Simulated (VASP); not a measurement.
Input of a VASP 6.6.1 run:

POSCAR

```
CdO
1.0
    0.0000000000      2.3903465407      2.3903465407
    2.3903465407      0.0000000000      2.3903465407
    2.3903465407      2.3903465407      0.0000000000
  Cd              O
     1     1
Direct
     0.0000000000000000    0.0000000000000000    0.0000000000000000
     0.5000000000000000    0.5000000000000000    0.5000000000000000
```

The input INCAR.step1:

```
  PREC = Accurate
  ENCUT = 600
  EDIFF = 1E-8
  ISMEAR = 0
  SIGMA = 0.03
  LREAL = False
  LASPH = True
  NELM = 80
  ALGO = Normal
  ISIF = 3
  LWAVE = False
  LCHARG = False
  GGA = PE
  IBRION = 2
  NSW = 40
  EDIFFG = -0.002
```

File INCAR.step2:

```
  PREC = Accurate
  ENCUT = 600
  EDIFF = 1E-8
  ISMEAR = 0
  SIGMA = 0.03
  LREAL = False
  LASPH = True
  NELM = 80
  ALGO = Normal
  ISIF = 2
  LWAVE = False
  LCHARG = False
  GGA = PE
  IBRION = 6
  NFREE = 2
  POTIM = 0.015
  NSW = 1
```

KPOINTS

```
Automatic mesh
0
Gamma
  12 12 12
```

Potentials or basis: VASP PAW PBE potentials, release 64 (Cd, O).

The run is started by

```console
$ cat potpaw_PBE.64/Cd/POTCAR potpaw_PBE.64/O/POTCAR > POTCAR
$ cp INCAR.step1 INCAR
$ mpirun -np 1 vasp_std > vasp.out
$ cp CONTCAR POSCAR
$ cp INCAR.step2 INCAR
$ mpirun -np 1 vasp_std > vasp.out
```

Problem. Predict the highest phonon frequency at Γ, LO-TO splitting left out.

Solution. 235 cm⁻¹.

Phonon frequencies in cm⁻¹ (negative: imaginary):
| q point | frequencies |
| --- | --- |
| (0.000, 0.000, 0.000) | 0 0 0 235 235 235 |
